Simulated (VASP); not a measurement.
# MoSe2 (P6_3/mmc) in VASP: settings compared

The runs below take MoSe2 through relaxation of shape and atoms at fixed volume, relaxation of cell and atoms, with LDA, rev-vdW-DF2.

Everything below comes from runs of VASP 6.6.1. Logs are shortened: lines on timing, memory, paths and dates and some standing lists are left out, and cuts for length are marked.

## (1) The structure

Symmetry: P6_3/mmc, No. 194, hexagonal system. Conventional cell: a = 3.288 Å, b = 3.288 Å, c = 12.900 Å, α = 90.00°, β = 90.00°, γ = 120.00°. Mo (site symmetry -6m2) is surrounded by 6 Se at 2.49 Å. Around Se (site symmetry 3m) lie 3 Mo at 2.49 Å.

## (2) Relaxation of shape and atoms at fixed volume, LDA (a relaxed cell with its volume scaled by 1.04)

INCAR reads:

```
SYSTEM = MoSe2
  PREC = Accurate
  ENCUT = 600
  EDIFF = 1E-7
  ISMEAR = 0
  SIGMA = 0.03
  LREAL = .False.
  LASPH = .True.
  NELM = 80
  ALGO = Normal
  ISIF = 4
  LWAVE = .False.
  LCHARG = .False.
  IBRION = 2
  NSW = 40
  EDIFFG = -0.01
  KPAR = 2
```

KPOINTS reads:

```
Automatic mesh
0
Gamma
  9 9 2
  0 0 0
```

POSCAR reads:

```
MoSe2                                   
1.0
    3.2945989004      0.0000000000      0.0000000000
   -1.6472994502      2.8532063430      0.0000000000
    0.0000000000      0.0000000000     12.9064091294
  Mo              Se            
     2     4
Direct
     0.3333333332999970    0.6666666667000030    0.2500000000000000
     0.6666666667000030    0.3333333332999970    0.7500000000000000
     0.3333333332999970    0.6666666667000030    0.6196545792964159
     0.6666666667000030    0.3333333332999970    0.1196545792964159
     0.3333333332999970    0.6666666667000030    0.8803454207035841
     0.6666666667000030    0.3333333332999970    0.3803454207035841
```

Potentials or basis: VASP PAW LDA potentials, release 64 (Mo_sv, Se).

On the command line:

```bash
$ cat potpaw_LDA.64/Mo_sv/POTCAR potpaw_LDA.64/Se/POTCAR > POTCAR
$ mpirun -np 2 vasp_std > vasp.out
```

OUTCAR:

```text
SYSTEM = MoSe2
   PREC = Accurate
   ENCUT = 600
   EDIFF = 1E-7
   ISMEAR = 0
   LREAL = .False.
   LASPH = .True.
   NELM = 80
   ISIF = 4
   IBRION = 2
   NSW = 40
   EDIFFG = -0.01

 ion  position               nearest neighbor table
   1  0.333  0.667  0.250-   4 2.54   6 2.54   4 2.54   6 2.54   4 2.54   6 2.54
   2  0.667  0.333  0.750-   3 2.54   5 2.54   3 2.54   5 2.54   3 2.54   5 2.54
   3  0.333  0.667  0.620-   2 2.54   2 2.54   2 2.54
   4  0.667  0.333  0.120-   1 2.54   1 2.54   1 2.54
   5  0.333  0.667  0.880-   2 2.54   2 2.54   2 2.54
   6  0.667  0.333  0.380-   1 2.54   1 2.54   1 2.54

  LATTYP: Found a hexagonal cell.
 ALAT       =     3.2945989004
 C/A-ratio  =     3.9174447390

  Lattice vectors:

 A1 = (   3.2945989004,   0.0000000000,   0.0000000000)
 A2 = (  -1.6472994502,   2.8532063430,   0.0000000000)
 A3 = (   0.0000000000,   0.0000000000,  12.9064091294)

Analysis of symmetry for initial positions (statically):
=====================================================================
 Subroutine PRICEL returns:
 Original cell was already a primitive cell.

 Routine SETGRP: Setting up the symmetry group for a
 hexagonal supercell.

 Subroutine GETGRP returns: Found 24 space group operations
 (whereof 12 operations were pure point group operations)
 out of a pool of 24 trial point group operations.

The static configuration has the point symmetry D_3d.
 The point group associated with its full space group is D_6h.

Analysis of symmetry for dynamics (positions and initial velocities):
=====================================================================
 Subroutine PRICEL returns:
 Original cell was already a primitive cell.

 Routine SETGRP: Setting up the symmetry group for a
 hexagonal supercell.

 Subroutine GETGRP returns: Found 24 space group operations
 (whereof 12 operations were pure point group operations)
 out of a pool of 24 trial point group operations.

The dynamic configuration has the point symmetry D_3d.
 The point group associated with its full space group is D_6h.

 Subroutine INISYM returns: Found 24 space group operations
 (whereof 12 operations are pure point group operations),
 and found     1 'primitive' translations

----------------------------------------------------------------------------------------

                                     Primitive cell

  volume of cell :     121.3224

  direct lattice vectors                    reciprocal lattice vectors
     3.294598900  0.000000000  0.000000000     0.303527085  0.175241444  0.000000000
    -1.647299450  2.853206343  0.000000000     0.000000000  0.350482888  0.000000000
     0.000000000  0.000000000 12.906409129     0.000000000  0.000000000  0.077480885

  length of vectors
     3.294598900  3.294598900 12.906409129     0.350482888  0.350482888  0.077480885

  position of ions in fractional coordinates (direct lattice)
     0.333333333  0.666666667  0.250000000
     0.666666667  0.333333333  0.750000000
     0.333333333  0.666666667  0.619654579
     0.666666667  0.333333333  0.119654579
     0.333333333  0.666666667  0.880345421
     0.666666667  0.333333333  0.380345421

  ion indices of the primitive-cell ions
   primitive index   ion index
                 1           1
                 2           2
                 3           3
                 4           4
                 5           5
                 6           6

----------------------------------------------------------------------------------------

 KPOINTS: Automatic mesh

Automatic generation of k-mesh.
 Grid dimensions read from file:
 generate k-points for:    9    9    2

 Generating k-lattice:

  Cartesian coordinates                     Fractional coordinates (reciprocal lattice)
     0.033725232  0.019471272  0.000000000     0.111111111  0.000000000  0.000000000
     0.000000000  0.038942543  0.000000000     0.000000000  0.111111111  0.000000000
     0.000000000  0.000000000  0.038740442     0.000000000  0.000000000  0.500000000

  Length of vectors
     0.038942543  0.038942543  0.038740442

  Shift w.r.t. Gamma in fractional coordinates (k-lattice)
     0.000000000  0.000000000  0.000000000

 Subroutine IBZKPT returns following result:
 ===========================================

 Found     24 irreducible k-points:

 Following reciprocal coordinates:
            Coordinates               Weight
  0.000000  0.000000  0.000000      1.000000
  0.111111  0.000000  0.000000      6.000000
  0.222222  0.000000  0.000000      6.000000
  0.333333  0.000000  0.000000      6.000000
  0.444444  0.000000  0.000000      6.000000
  0.111111  0.111111  0.000000      6.000000
[... 16 lines left out ...]
  0.333333  0.222222  0.500000     12.000000
  0.333333  0.333333  0.500000      2.000000
   k-points           NKPTS =     24   k-points in BZ     NKDIM =     24   number of bands    NBANDS=     31
   number of dos      NEDOS =    301   number of ions     NIONS =      6
   total plane-waves  NPLWV =  84672
   dimension x,y,z NGX =    28 NGY =   28 NGZ =  108
   dimension x,y,z NGXF=    56 NGYF=   56 NGZF=  216
   ions per type =               2   4
   NGX,Y,Z   is equivalent  to a cutoff of  14.13, 14.13, 13.91 a.u.
   NGXF,Y,Z  is equivalent  to a cutoff of  28.26, 28.26, 27.82 a.u.
 SYSTEM =  MoSe2
   PREC   = accura    normal or accurate (medium, high low for compatibility)
   ISTART =      0    job   : 0-new  1-cont  2-samecut
   ICHARG =      2    charge: 1-file 2-atom 10-const
   ISPIN  =      1    spin polarized calculation?
   LNONCOLLINEAR =      F non collinear calculations
   LSORBIT =      F    spin-orbit coupling
   LASPH  =      T    aspherical Exc in radial PAW
   ENCUT  =  600.0 eV  44.10 Ry    6.64 a.u.   6.58  6.58 25.78*2*pi/ulx,y,z
   NELM   =     80;   NELMIN=  2; NELMDL= -5     # of ELM steps
   EDIFF  = 0.1E-06   stopping-criterion for ELM
   LREAL  =      F    real-space projection
   EDIFFG = -.1E-01   stopping-criterion for IOM
   NSW    =     40    number of steps for IOM
   IBRION =      2    ionic relax: 0-MD 1-quasi-New 2-CG
   NFREE  =      1    steps in history (QN), initial steepest desc. (CG)
   ISIF   =      4    stress and relaxation
   ISYM   =      2    0-nonsym 1-usesym 2-fastsym
   POTIM  = 0.5000    time-step for ionic-motion
   TEBEG  =    0.0;   TEEND  =   0.0 temperature during run
   PSTRESS=    0.0 pullay stress
   NELECT =      52.0000    total number of electrons
   NUPDOWN=      -1.0000    fix difference up-down
   EMIN   =  10.00;   EMAX   =-10.00  energy-range for DOS
   EFERMI =   0.00;   METHOD = LEGACY
   ISMEAR =     0;   SIGMA  =   0.03  broadening in eV -4-tet -1-fermi 0-gaus
   EFERMI_NEDOS =   21; number of points for ismear=-14 and -15
   IALGO  =     38    algorithm
   IMIX   =      4    mixing-type and parameters
     AMIX     =   0.40;   BMIX     =  1.00
     AMIX_MAG =   1.60;   BMIX_MAG =  1.00
  volume/ion in A,a.u.               =      20.22       136.45
  Fermi-wavevector in a.u.,A,eV,Ry     =   1.234323  2.332533 20.729207  1.523554
  Thomas-Fermi vector in A             =   2.369018
   LORBIT       =      0    0 simple, 1 ext, 2 COOP (PROOUT), +10 PAW based schemes
   GGA     = CA    functional components
   LHFCALC =     F    Hartree Fock is set to
   AEXX    =    0.0000 exact exchange contribution
   IVDW    =     0    specifies the selected vdW correction
   LEPSILON=     F    determine dielectric tensor
   LRPA    =     F    only Hartree local field effects (RPA)
 conjugate gradient relaxation of ions
 non-spin polarized calculation
 Gauss-broadening in eV      SIGMA  =   0.03
  energy-cutoff  :      600.00
  volume of cell :      121.32
 maximum number of plane-waves:      4098
 NGX is ok and might be reduce to    28
   NGX = 13   NGY = 13   NGZ = 51

--------------------------------------- Ionic step        1  -------------------------------------------

 number of electron      51.9999999 magnetization

 Free energy of the ion-electron system (eV)
  ---------------------------------------------------
  ext. energy  EPLUGINS =         0.00000000
  ---------------------------------------------------
  free energy    TOTEN  =       -45.19394075 eV

  energy without entropy =      -45.19394075  energy(sigma->0) =      -45.19394075

------------------------ aborting loop because EDIFF is reached ----------------------------------------

  FORCE on cell =-STRESS in cart. coord.  units (eV):
  Direction    XX          YY          ZZ          XY          YZ          ZX
  --------------------------------------------------------------------------------------
  -------------------------------------------------------------------------------------
  Total       -3.6291540     -3.6291540     -4.3325558      0.0000000     -0.0000000      0.0000000
  in kB      -47.9264014    -47.9264014    -57.2154856      0.0000000     -0.0000000      0.0000000
  external PRESSURE =     -51.0227628 kB  Pullay stress =       0.0000000 kB

 VOLUME and BASIS-vectors are now :
 -----------------------------------------------------------------------------
  energy-cutoff  :      600.00
  volume of cell :      121.32
      direct lattice vectors                 reciprocal lattice vectors
     3.294598900  0.000000000  0.000000000     0.303527085  0.175241444  0.000000000
    -1.647299450  2.853206343  0.000000000     0.000000000  0.350482888  0.000000000
     0.000000000  0.000000000 12.906409129     0.000000000  0.000000000  0.077480885

 POSITION                                       TOTAL-FORCE (eV/Angst)
 -----------------------------------------------------------------------------------
     -0.00000      1.90214      3.22660        -0.000000      0.000000      0.000000
      1.64730      0.95107      9.67981         0.000000     -0.000000      0.000000
     -0.00000      1.90214      7.99752         0.000000     -0.000000      0.582478
      1.64730      0.95107      1.54431        -0.000000      0.000000      0.582478
     -0.00000      1.90214     11.36210         0.000000     -0.000000     -0.582478
      1.64730      0.95107      4.90889        -0.000000      0.000000     -0.582478
 -----------------------------------------------------------------------------------
    total drift:                               -0.000000      0.000000     -0.000000
[... 230 lines left out ...]
 POSITION                                       TOTAL-FORCE (eV/Angst)
 -----------------------------------------------------------------------------------
     -0.00000      1.88479      3.28626        -0.000000      0.000000      0.000000
      1.63228      0.94240      9.85878         0.000000     -0.000000      0.000000
     -0.00000      1.88479      8.19971        -0.000000     -0.000000      0.010978
      1.63228      0.94240      1.62719        -0.000000     -0.000000      0.010978
     -0.00000      1.88479     11.51785        -0.000000      0.000000     -0.010978
      1.63228      0.94240      4.94533        -0.000000     -0.000000     -0.010978
 -----------------------------------------------------------------------------------
    total drift:                               -0.000000      0.000000     -0.000000

  FREE ENERGIE OF THE ION-ELECTRON SYSTEM (eV)
  ---------------------------------------------------
  free  energy   TOTEN  =       -45.2512982840 eV

  energy  without entropy=      -45.2512982840  energy(sigma->0) =      -45.25129828

--------------------------------------- Ionic step        8  -------------------------------------------

 number of electron      51.9999999 magnetization

 Free energy of the ion-electron system (eV)
  ---------------------------------------------------
  ext. energy  EPLUGINS =         0.00000000
  ---------------------------------------------------
  free energy    TOTEN  =       -45.25131400 eV

  energy without entropy =      -45.25131400  energy(sigma->0) =      -45.25131400

 E-fermi :   6.4765     XC(G=0): -10.8987

 val. band max:        6.3174569257   @ k =   0.0000   0.0000   0.0000
 cond. band min:       7.2982978992   @ k =   0.2222   0.1111   0.0000
 fundamental gap:      0.9808409735
 Fermi energy:         6.4764805720

 k-point     1 :       0.0000    0.0000    0.0000
  band No.  band energies     occupation
      1     -54.4217      2.00000
      2     -54.4217      2.00000
      3     -28.8042      2.00000
      4     -28.8042      2.00000
      5     -28.5792      2.00000
      6     -28.5792      2.00000
[... 23 lines left out ...]
     30       9.0062      0.00000
     31       9.1668      0.00000
[... 793 lines left out ...]
 VOLUME and BASIS-vectors are now :
 -----------------------------------------------------------------------------
  energy-cutoff  :      600.00
  volume of cell :      121.32
      direct lattice vectors                 reciprocal lattice vectors
     3.264721117 -0.000000000  0.000000000     0.306304877  0.176845203  0.000000000
    -1.632360558  2.827331423 -0.000000000     0.000000000  0.353690406  0.000000000
    -0.000000000 -0.000000000 13.143721540    -0.000000000  0.000000000  0.076081953

 POSITION                                       TOTAL-FORCE (eV/Angst)
 -----------------------------------------------------------------------------------
     -0.00000      1.88489      3.28593        -0.000000      0.000000      0.000000
      1.63236      0.94244      9.85779        -0.000000     -0.000000      0.000000
     -0.00000      1.88489      8.19946         0.000000     -0.000000     -0.000471
      1.63236      0.94244      1.62760         0.000000      0.000000     -0.000471
     -0.00000      1.88489     11.51612         0.000000     -0.000000      0.000471
      1.63236      0.94244      4.94426         0.000000      0.000000      0.000471
 -----------------------------------------------------------------------------------
    total drift:                               -0.000000      0.000000     -0.000000

  FREE ENERGIE OF THE ION-ELECTRON SYSTEM (eV)
  ---------------------------------------------------
  free  energy   TOTEN  =       -45.2513140025 eV

  energy  without entropy=      -45.2513140025  energy(sigma->0) =      -45.25131400

 reached required accuracy - stopping structural energy minimisation
```

Run time: 4.6 min. Hardware: 2 MPI ranks of Intel Xeon Platinum 8488C (Sapphire Rapids), shared host; peak memory 0.27 GiB.

What came out:

| Item | Value |
| --- | --- |
| Free energy | -45.2513 eV |
| Energy gained by relaxing | 9.6 meV/atom |
| Ionic steps | 8 |
| Pressure after relaxing | -1.2 GPa |
| Band gap on the k mesh | 0.98 eV, indirect (least direct gap 1.50 eV) |

Step by step:
```tsv
step	energy change (eV)	largest force (eV/Å)	pressure (GPa)
1	0.0000	0.5825	-5.10
2	-0.0344	0.0608	-2.83
3	-0.0344	0.0613	-2.83
4	-0.0492	0.0299	-2.17
5	-0.0573	0.0153	-1.16
6	-0.0573	0.0167	-1.12
7	-0.0574	0.0110	-1.24
8	-0.0574	0.0005	-1.19
```

Final structure:
```
CELL_PARAMETERS angstrom
3.26472 0.00000 0.00000
-1.63236 2.82733 0.00000
0.00000 0.00000 13.14372
ATOMIC_POSITIONS crystal
Mo 0.33333 0.66667 0.25000
Mo 0.66667 0.33333 0.75000
Se 0.33333 0.66667 0.62383
Se 0.66667 0.33333 0.12383
Se 0.33333 0.66667 0.87617
Se 0.66667 0.33333 0.37617
```

Caveat: an odd mesh through Γ misses points on the zone boundary, where band edges often lie.

## (3) Relaxation of shape and atoms at fixed volume, LDA (a relaxed cell with its volume scaled by 1.06)

INCAR is that of step 2.

KPOINTS is that of step 2.

POSCAR, as its differences from that of step 2:

```diff
@@ -2,5 +2,5 @@
 1.0
-    3.2945989004      0.0000000000      0.0000000000
-   -1.6472994502      2.8532063430      0.0000000000
-    0.0000000000      0.0000000000     12.9064091294
+    3.3155841726      0.0000000000      0.0000000000
+   -1.6577920863      2.8713801218      0.0000000000
+    0.0000000000      0.0000000000     12.9886177734
   Mo              Se
```

Potentials or basis: VASP PAW LDA potentials, release 64 (Mo_sv, Se).

On the command line:

```bash
$ cat potpaw_LDA.64/Mo_sv/POTCAR potpaw_LDA.64/Se/POTCAR > POTCAR
$ mpirun -np 2 vasp_std > vasp.out
```

Wall time 3.9 min (2 MPI ranks of Intel Xeon Platinum 8488C (Sapphire Rapids), shared host); peak memory 0.27 GiB.

The run converged. Its results:

- Free energy: -45.2320 eV
- Energy gained by relaxing: 21.3 meV/atom
- Ionic steps: 8
- Pressure after relaxing: -1.5 GPa
- Band gap on the k mesh: 1.06 eV, indirect (least direct gap 1.50 eV)

Step by step:
| step | energy change (eV) | largest force (eV/Å) | pressure (GPa) |
| --- | --- | --- | --- |
| 1 | 0.0000 | 0.8411 | -7.27 |
| 2 | -0.0741 | 0.1132 | -4.16 |
| 3 | -0.0741 | 0.0921 | -4.07 |
| 4 | -0.1073 | 0.0408 | -3.06 |
| 5 | -0.1274 | 0.0510 | -1.15 |
| 6 | -0.1276 | 0.0444 | -1.30 |
| 7 | -0.1277 | 0.0340 | -1.64 |
| 8 | -0.1278 | 0.0007 | -1.49 |

Final structure:
```
CELL_PARAMETERS angstrom
3.26810 0.00000 0.00000
-1.63405 2.83025 0.00000
0.00000 0.00000 13.36883
ATOMIC_POSITIONS crystal
Mo 0.33333 0.66667 0.25000
Mo 0.66667 0.33333 0.75000
Se 0.33333 0.66667 0.62601
Se 0.66667 0.33333 0.12601
Se 0.33333 0.66667 0.87399
Se 0.66667 0.33333 0.37399
```

Levels at points of the mesh, in eV from the valence-band top:
| k point | band 24 | band 25 | band 26 | band 27 | band 28 | band 29 |
| --- | --- | --- | --- | --- | --- | --- |
| (0.00, 0.00, 0.00) | -1.01 | -1.00 | 0.00 | 2.69 | 2.69 | 2.73 |
| (0.00, 0.00, 0.50) | -1.41 | -0.22 | -0.22 | 2.71 | 2.71 | 2.71 |

Caveat: an odd mesh through Γ misses points on the zone boundary, where band edges often lie.

[end of part 1 of 2]
